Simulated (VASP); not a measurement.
Wanted: the native input for a VASP 6.6.1 run.

| Property | Result |
| --- | --- |
| Task | relaxation of cell and atoms |
| Functional | PBE |
| Potentials or basis | VASP PAW PBE potentials, release 64 (B, As) |
| Cutoff | 600 eV |
| k mesh | 9 × 9 × 9 |
| Occupations | gaussian, width 0.05 eV |
| Spin | no spin polarisation |
| Further INCAR settings | ALGO = Fast; EDIFF = 1e-07; IBRION = 2; EDIFFG = -0.02; NSW = 40; ISIF = 3 |

The structure of BAs lies in POSCAR:

```
BAs
1.0
    2.9570103300      0.0000000000      0.0000000000
    0.0000000000      2.9570103300      0.0000000000
    0.0000000000      0.0000000000      2.9570103300
B As
1 1
Direct
    0.5000000000      0.5000000000      0.5000000000
    0.0000000000      0.0000000000      0.0000000000
```

The cell was built by a generator and needn't be a form met in nature.

The input as run:

INCAR

```
  ALGO = Fast
  EDIFF = 1E-7
  EDIFFG = -0.02
  ENCUT = 600
  GGA = PE
  IBRION = 2
  ISIF = 3
  ISMEAR = 0
  LASPH = True
  LCHARG = False
  LREAL = False
  LWAVE = False
  NELM = 100
  NSW = 40
  PREC = Accurate
  SIGMA = 0.05
```

KPOINTS

```
k-points
0
Gamma
  9 9 9
```

Potentials or basis: VASP PAW PBE potentials, release 64 (B, As).

Launch:

```bash
$ cat potpaw_PBE.64/B/POTCAR potpaw_PBE.64/As/POTCAR > POTCAR
$ mpirun -np 1 vasp_std > vasp.out
```

It gave:

- Relaxed volume: 12.64 Å³/atom
- Relaxed cell: a = 2.935 Å, b = 2.935 Å, c = 2.935 Å, α = 90.00°, β = 90.00°, γ = 90.00°
- Space group after relaxing (to 0.05 Å): Pm-3m (No. 221)
- Energy gained by relaxing: 1.6 meV/atom
- Ionic steps: 2
- Pressure after relaxing: 0.2 GPa
- Band gap on the k mesh: none (metal or under the smearing width)

It took 5.3 s on 1 thread of Intel(R) Xeon(R) 6975P-C (Granite Rapids), with other jobs on the host, peak memory 0.13 GiB.
